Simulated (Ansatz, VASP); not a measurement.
This is a calculation of NbC (Niobocarbide) for Ansatz 0.2.0.

File input.yaml:

```yaml
crystal:
  lattice:
    - [0.0, 2.2783758323, 2.2783758323]
    - [2.2783758323, 0.0, 2.2783758323]
    - [2.2783758323, 2.2783758323, 0.0]
  atoms:
    - { symbol: Nb, position: [0.0, 0.0, 0.0] }
    - { symbol: C, position: [0.5, 0.5, 0.5] }
hamiltonian:
  xc: pbe
  pseudopotentials: { kind: paw }
kpoints:
  mp_grid: { grid: [10, 10, 10] }
scf:
  occupations: { method: fermi_dirac, width: 0.05 }
output:
  forces: true
  stress: true
  eigenvalues: true
```

Potentials or basis: Ansatz PAW.

The run is started by

```bash
$ ansatz run input.yaml --threads 1 --pin off --max-ram 3584MiB --backend cpu --events-out ev --progress --plain --runs-dir out
```

Problem. Set up the same calculation for VASP 6.6.1. Potentials there: VASP PAW PBE potentials, release 64 (Nb_sv, C).

Solution. As run (the cutoff follows the program's own potentials):

The input INCAR:

```
PREC = Accurate
ENCUT = 520
EDIFF = 1E-7
ISMEAR = -1
SIGMA = 0.05
LREAL = F
LASPH = T
NELM = 80
ALGO = Normal
ISIF = 2
LWAVE = F
LCHARG = F
GGA = PE
NBANDS = 16
```

KPOINTS

```
Automatic mesh
0
Gamma
  10 10 10
```

Contents of POSCAR:

```
NbC
1.0
    0.0000000000      2.2783758323      2.2783758323
    2.2783758323      0.0000000000      2.2783758323
    2.2783758323      2.2783758323      0.0000000000
Nb C
1 1
Direct
    0.0000000000      0.0000000000      0.0000000000
    0.5000000000      0.5000000000      0.5000000000
```

Potentials or basis: VASP PAW PBE potentials, release 64 (Nb_sv, C).

Run with:

```console
$ cat potpaw_PBE.64/Nb_sv/POTCAR potpaw_PBE.64/C/POTCAR > POTCAR
$ mpirun -np 1 vasp_std > vasp.out
```

Both were run:

|  | VASP | Ansatz | Ansatz less VASP |
| --- | --- | --- | --- |
| gap on the k mesh at the Fermi level (eV) | none | none | - |
| pressure (GPa) | -13.4 | -13.0 | +0.38 |

A gap of «none» marks a metal or a gap that the smearing closes.
